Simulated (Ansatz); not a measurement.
The system is KF (Carobbiite).

```
K F
1.0
     0.00000    2.67185    2.67185
     2.67185    0.00000    2.67185
     2.67185    2.67185    0.00000
K F
1 1
Direct
  0.00000 0.00000 0.00000
  0.50000 0.50000 0.50000
```

- Program: Ansatz 0.2.0
- Task: single point
- Functional: PBE
- Potentials or basis: all-electron LAPW, scalar-relativistic
- Cutoff: 204 eV (chosen from the basis error)
- Basis error allowed: 0.001 eV/atom
- k mesh: 9 × 9 × 9
- Occupations: fermi-dirac, width 0.05 eV
- Spin: no spin polarisation

On this cell: pressure 1.4 GPa; largest force zero by symmetry; band gap on the k mesh 6.18 eV, direct.

The same run follows on a disturbed copy (atoms moved at random, drawn with an rms of 0.05 Å):

```xyz
2
Lattice="0.0000 2.6719 2.6719 2.6719 0.0000 2.6719 2.6719 2.6719 0.0000" Properties=species:S:1:pos:R:3 pbc="T T T"
K    -0.0248    0.0277   -0.0214
F     2.6824    2.7193    2.6379
```

Problem. What does the disturbed cell give?

Solution. The energy moves by +0.7 meV/atom; pressure 1.4 GPa; largest force 0.068 eV/Å; band gap on the k mesh 6.18 eV, direct.

Forces in eV/Å, atoms in the order of the input:
```
K    0.056  0.031 -0.020
F   -0.056 -0.031  0.020
```

Caveats: an odd mesh through Γ misses points on the zone boundary, where band edges often lie.
